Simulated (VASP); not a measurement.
A run of VASP 6.6.1:

The input INCAR:

```
SYSTEM = MnS
PREC = Accurate
ENCUT = 520
EDIFF = 1E-7
ISMEAR = 0
SIGMA = 0.05
LREAL = .FALSE.
LASPH = .TRUE.
NELM = 120
ALGO = Normal
ISIF = 2
LWAVE = .FALSE.
LCHARG = .FALSE.
ISPIN = 2
MAGMOM = 4 -4 0 0
LORBIT = 11
LMAXMIX = 4
LDAU = .TRUE.
LDAUTYPE = 2
LDAUL = 2 -1
LDAUU = 4 0
LDAUJ = 0 0
LDAUPRINT = 1
GGA = PS
NBANDS = 31
```

Contents of KPOINTS:

```
regular mesh
0
G
  6 6 6
  0 0 0
```

The input POSCAR:

```
MnS
1.0
    2.6122498900      2.6122498900      5.2244997800
    2.6122498900     -2.6122498900      0.0000000000
    2.6122498900      2.6122498900      0.0000000000
Mn S
2 2
Direct
    0.0000000000      0.0000000000      0.0000000000
    0.5000000000      0.5000000000      0.0000000000
    0.5000000000      0.0000000000      0.5000000000
    0.0000000000      0.5000000000      0.5000000000
```

Potentials or basis: VASP PAW PBE potentials, release 64 (Mn_pv, S).

Run with:

```bash
$ cat potpaw_PBE.64/Mn_pv/POTCAR potpaw_PBE.64/S/POTCAR > POTCAR
$ mpirun -np 1 vasp_std > vasp.out
```

Hardware: 1 thread of AMD EPYC 9R45 96-Core Processor (Zen 5) (shared host).

**Question.** Estimate the wall time of this run.

**Answer.** Run time: 110 s on 1 thread of AMD EPYC 9R45 96-Core Processor (Zen 5), with other jobs on the host, peak memory 0.26 GiB. Counts: scf iterations 17, k points 40.
